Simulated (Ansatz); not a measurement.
## BAs: energy along a strain

BAs, F-43m, a = 4.777 Å (as given, not relaxed at this level: 0.6 GPa). Ansatz: r2SCAN, PAW, 500 eV, Γ-centred 10×10×10 mesh on 2 atoms, Gaussian smearing 0.05 eV; no spin polarisation. Cell vectors (Å): 0.000 2.389 2.389; 2.389 0.000 2.389; 2.389 2.389 0.000. The cell is strained by x per cent times the pattern (1 0 0 0 0 0) in the order xx yy zz yz xz xy (engineering shears), with fractional coordinates held. y is the free energy over the start, V0 = 13.626 Å³/atom.

```tsv
x (%)	y (meV/atom)
-4.00	?
-3.00	13.03
-2.00	6.10
-1.00	1.77
0.00	0.00
1.00	0.71
2.00	3.86
3.00	9.36
3.50	12.98
4.00	17.17
```

Q: Fit y = c1 x + c2 x² + c3 x³ to the other rows, get the stiffness along the pattern, and predict the missing energy.

A: Least squares on the rows shown. y = −0.51917 x + 1.2440 x² − 0.010281 x³. The clamped-ion stiffness p·C·p = 2 × 12.44 eV × 160.2 / 13.626 Å³ = 293 GPa, which is C11 in these axes (second derivative at the start, which stands under stress). At x = -4.00 the fit asked for gives 22.64 meV/atom. The run gave 22.63 meV/atom, so the fit is 0.01 meV/atom too high, a small miss on the scale of the series.